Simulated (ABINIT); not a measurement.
# SiC (F-43m): G0W0 with ABINIT, start to end, part 3 of 3

Wanted: ground state, empty states, screening and self-energy for SiC (F-43m).

ABINIT 10.8.3; PBE and many-body steps on it, plane waves. Known limits of the many-body steps: not at the basis limit.

So far. Step 4 (Empty states on the mesh, 6×6×6 mesh, 165 bands): On this mesh the gap is 1.361 eV. Step 5 (Screening, 6×6×6 mesh, 157 bands, screening to 261.2 eV): Local fields lower ε∞ by 9 %.

### Step 6. Self-energy, 6×6×6 mesh, 157 bands, screening to 261.2 eV

The self-energy is evaluated for the states that the input lists, and the levels follow from it, in one-shot runs by the linearised quasiparticle equation.

This step: G0W0 on PBE, plane waves, norm-conserving pseudopotentials.

The input, run.abi:

```
acell 3*1.0 Angstrom
rprim 
  -0.000000000000 2.179000000000 2.179000000000
  2.179000000000 -0.000000000000 2.179000000000
  2.179000000000 2.179000000000 -0.000000000000
ntypat 2
znucl 14 6
natom 2
typat 1 2
xred 
  0.000000000000 0.000000000000 0.000000000000
  0.250000000000 0.250000000000 0.250000000000
pp_dirpath "pseudos"
pseudos "Si.upf, C.upf"
ecut 37
ngkpt 6 6 6
nshiftk 1
shiftk 0 0 0
kptopt 1
chksymbreak 0
istwfk *1
occopt 1
irdwfk 1
optdriver 4
nband 157
gwcalctyp 0
ecutsigx 37
symsigma 1
nkptgw 2
kptgw 
  0.0000000000 0.0000000000 0.0000000000
  0.5000000000 0.5000000000 0.0000000000
bdgw 
  2 8
  3 6
ecuteps 9.6
irdscr 1
ppmodel 1
indata_prefix "in"
outdata_prefix "out"
tmpdata_prefix "tmp"
```

Started as:

```bash
$ OMP_NUM_THREADS=1 mpirun -n 4 abinit run.abi > log
```

Numbers of over 12 decimals in the logs are rounded to 6 here.

Output:

```text
.Version 10.8.3 of ABINIT. v10.8.2 released Aug 2026.

 Symmetries : space group F-4 3 m (#216); Bravais cF (face-center cubic)
[... echo of the input left out ...]
== DATASET  1 ==================================================================
-   mpi_nproc: 4, omp_nthreads: 1 (-1 if OMP is not activated)

--- !DatasetInfo
iteration_state: {dtset: 1, }
dimensions: {natom: 2, nkpt: 16, mband: 157, nsppol: 1, nspinor: 1, nspden: 1, mpw: 1524, }
cutoff_energies: {ecut:  37.0, pawecutdg:  -1.0, }
electrons: {nelect:   8.00000000E+00, charge:   0.00000000E+00, occopt:   1.00000000E+00, tsmear:   1.00000000E-02, }

 SIGMA: Calculation of the GW corrections

 Based on a program developped by R.W. Godby, V. Olevano, G. Onida, and L. Reining.
 Incorporated in ABINIT by V. Olevano, G.-M. Rignanese, and M. Torrent.
.Using double precision arithmetic ; gwpc =  8

[... cell and pseudopotentials left out ...]
--------------------------------------------------------------------------------

 ==== K-mesh for the wavefunctions ====
 Number of points in the irreducible wedge :    16
[... list of points left out ...]
 Together with 24 symmetry operations and time-reversal symmetry
 yields   216 points in the full Brillouin Zone.

 ==== Q-mesh for screening function ====
 Number of points in the irreducible wedge :    16
[... list of points left out ...]
 Together with 24 symmetry operations and time-reversal symmetry
 yields   216 points in the full Brillouin Zone.

 vcoul_init : cutoff-mode = AUXILIARY_FUNCTION
 q-points for optical limit:   1
     1)      0.000010    0.000020    0.000030
 setmesh: FFT mesh size selected  =    32x   32x   32
          total number of points  =        32768

 Number of electrons calculated from density =    8.0000; Expected =    8.0000
 average of density, n =  0.057292
 r_s =    1.6092
 omega_plasma =   23.0888 [eV]

 === KS Band Gaps ===
  >>>> For spin  1
   Minimum direct gap =   4.5530 [eV], located at k-point      :   0.5000  0.5000  0.0000
   Fundamental gap    =   1.3613 [eV], Top of valence bands at :   0.0000  0.0000  0.0000
                                       Bottom of conduction at :   0.5000  0.5000  0.0000
 SIGMA fundamental parameters:
 PLASMON POLE MODEL  1
 number of plane-waves for SigmaX                 1459
 number of plane-waves for SigmaC and W            181
 number of plane-waves for wavefunctions          1459
 number of bands                                   157
 number of independent spin polarizations            1
 number of spinorial components                      1
 number of k-points in IBZ                          16
 number of q-points in IBZ                          16
 number of symmetry operations                      24
 number of k-points in BZ                          216
 number of q-points in BZ                          216
 number of frequencies for dSigma/dE                 9
 frequency step for dSigma/dE [eV]                0.25
 number of omega for Sigma on real axis              0
 max omega for Sigma on real axis  [eV]           0.00
 zcut for avoiding poles [eV]                     0.10

 EPSILON^-1 parameters (SCR file):
 dimension of the eps^-1 matrix on file            181
 dimension of the eps^-1 matrix used               181
 number of plane-waves for wavefunctions          1459
 number of bands                                   157
 number of q-points in IBZ                          16
 number of frequencies                               2
 number of real frequencies                          1
 number of imag frequencies                          1

 matrix elements of self-energy operator (all in [eV])

 Perturbative Calculation

--- !SelfEnergy_ee
iteration_state: {dtset: 1, }
kpoint     : [   0.000,    0.000,    0.000, ]
spin       : 1
KS_gap     :    6.223
QP_gap     :    7.138
Delta_QP_KS:    0.915
data: !SigmaeeData |
     Band     E0 <VxcDFT>   SigX SigC(E0)      Z dSigC/dE  Sig(E)    E-E0       E
        2   6.835 -14.930 -17.579   1.828   0.792  -0.263 -15.580  -0.651   6.184
        3   6.835 -14.930 -17.579   1.828   0.792  -0.263 -15.580  -0.651   6.184
        4   6.835 -14.930 -17.579   1.828   0.792  -0.263 -15.580  -0.651   6.184
        5  13.058 -13.213  -7.543  -5.336   0.790  -0.266 -12.949   0.264  13.322
        6  14.146 -11.327  -5.827  -5.169   0.805  -0.242 -11.060   0.266  14.413
        7  14.146 -11.327  -5.827  -5.169   0.805  -0.242 -11.060   0.266  14.413
        8  14.146 -11.327  -5.827  -5.169   0.805  -0.242 -11.060   0.266  14.413

--- !SelfEnergy_ee
iteration_state: {dtset: 1, }
kpoint     : [   0.500,    0.500,    0.000, ]
spin       : 1
KS_gap     :    4.553
QP_gap     :    5.605
Delta_QP_KS:    1.052
data: !SigmaeeData |
     Band     E0 <VxcDFT>   SigX SigC(E0)      Z dSigC/dE  Sig(E)    E-E0       E
        3   3.643 -13.567 -17.441   2.670   0.782  -0.278 -14.509  -0.942   2.702
        4   3.643 -13.567 -17.441   2.670   0.782  -0.278 -14.509  -0.942   2.702
        5   8.196 -10.505  -6.372  -3.999   0.820  -0.220 -10.395   0.110   8.306
        6  11.168 -10.770  -5.961  -4.473   0.822  -0.217 -10.494   0.276  11.445

== END DATASET(S) ==============================================================
================================================================================

 -outvars: echo values of variables after computation  --------
           etotal      0.0000000000E+00
            nband         157
             nkpt          16
          spgroup         216
 [... the other variables as echoed above ...]

 Calculation completed.
```

It took 18 s on 4 MPI ranks of Arm Neoverse V1, shared host; peak memory 1 GiB.

This step gave:

- G0W0 gap on the points computed: 2.122 eV
- starting gap on the mesh: 1.361 eV
- k of the valence top: 0, 0, 0
- k of the conduction bottom: 0.5, 0.5, 0
- Z at the valence top: 0.792
- Z at the conduction bottom: 0.82
- least direct G0W0 gap on the computed points: 5.604 eV

The gap on the mesh goes from 1.36 eV to 2.12 eV, a correction of +0.76 eV.

Limits: finite bands, cutoff and mesh. v1 is the top filled band, c1 the lowest empty one. Levels before and after the correction, in eV, zero at the valence-band top of each column:

|  | conduction bottom | valence top |
| --- | --- | --- |
| Kohn-Sham | 1.36 | 0.00 |
| G0W0 | 2.12 | 0.00 |

|  | level | energy (eV) |
| --- | --- | --- |
| Kohn-Sham | Γ v3-v1 | 0.000 |
| Kohn-Sham | Γ c1 | 6.223 |
| Kohn-Sham | Γ c2-c4 | 7.311 |
| Kohn-Sham | (0.5 0.5 0) v2-v1 | -3.192 |
| Kohn-Sham | (0.5 0.5 0) c1 | 1.361 |
| Kohn-Sham | (0.5 0.5 0) c2 | 4.333 |
| G0W0 | Γ v3-v1 | 0.000 |
| G0W0 | Γ c1 | 7.138 |
| G0W0 | Γ c2-c4 | 8.229 |
| G0W0 | (0.5 0.5 0) v2-v1 | -3.482 |
| G0W0 | (0.5 0.5 0) c1 | 2.122 |
| G0W0 | (0.5 0.5 0) c2 | 5.261 |

### Step 7. Where the time went

Times are wall times on 4 MPI ranks of Arm Neoverse V1, shared host, good to a factor of about two.

| step | time | share | memory (GiB) |
| --- | --- | --- | --- |
| ground state | 4.2 s | 4 % | 0.25 |
| bands along the symmetry lines | 3.8 s | 3 % | 0.24 |
| empty states on the mesh | 15 s | 13 % | 0.75 |
| screening | 70 s | 63 % | 1 |
| self-energy | 18 s | 16 % | 1 |

### Step 8. What came out

```json
{
 "PBE gap": "1.36 eV, indirect",
 "G0W0 gap on the mesh": "2.12 eV",
 "GW settings": "6×6×6 mesh, 157 bands, screening to 261.2 eV, Godby-Needs plasmon pole",
 "known limits": "not at the basis limit"
}
```

G0W0 moves the gap on the mesh from 1.36 eV to 2.12 eV (+0.76 eV), with Z of 0.79 and 0.82 at the edges. Local fields lower the RPA ε∞ on this mesh from 7.74 to 7.08. Only 2 of the mesh's irreducible points were corrected, so a valley elsewhere could overtake. The dearest step here is «screening». Against experiment, by G0W0@PBE: the gap of 2.12 eV lies −0.28 eV from the measured 2.4 eV (indirect, 2018); the gap of 2.12 eV lies −0.27 eV from the measured 2.39 eV (kind not stated, quoted 2020). The calculation has static nuclei and no excitons; a measured gap holds zero-point and thermal motion, which mostly lowers it. Bands and cutoff are finite, so the gap is not at the basis limit. The miss can reach some tenths of an eV and take either sign; the mesh is an error of its own. In the G0W0 run levels were corrected at 2 k points alone, so a gap called «on the mesh» is the least over those, and an edge elsewhere would be missed.

[Paths, hosts, dates, memory and timing lines, banners, echoed tables and standing remarks are left out of the program output.]

[Logs are printed without paths, hosts, clocks, repeated set-up lines and the standing remarks that a program may print on its own settings, such as how far it seeks lower states.]

[Runs of the session that timed out or met a known fault of the program may be left out.]

[Hosts, paths, dates, database ids (printed as entryN), source tags and the programs' standing remarks are cut or masked in the printed files.]

[G0W0 gaps are taken among the corrected bands and points alone; a level outside them can change the order at an edge.]

[Where Ansatz stands beside ABINIT at settings called matched, ABINIT's density can come from a denser mesh and the files from another edition; pairs whose starting gaps differed by over 0.03 eV were left out, so agreement reads better than it is.]
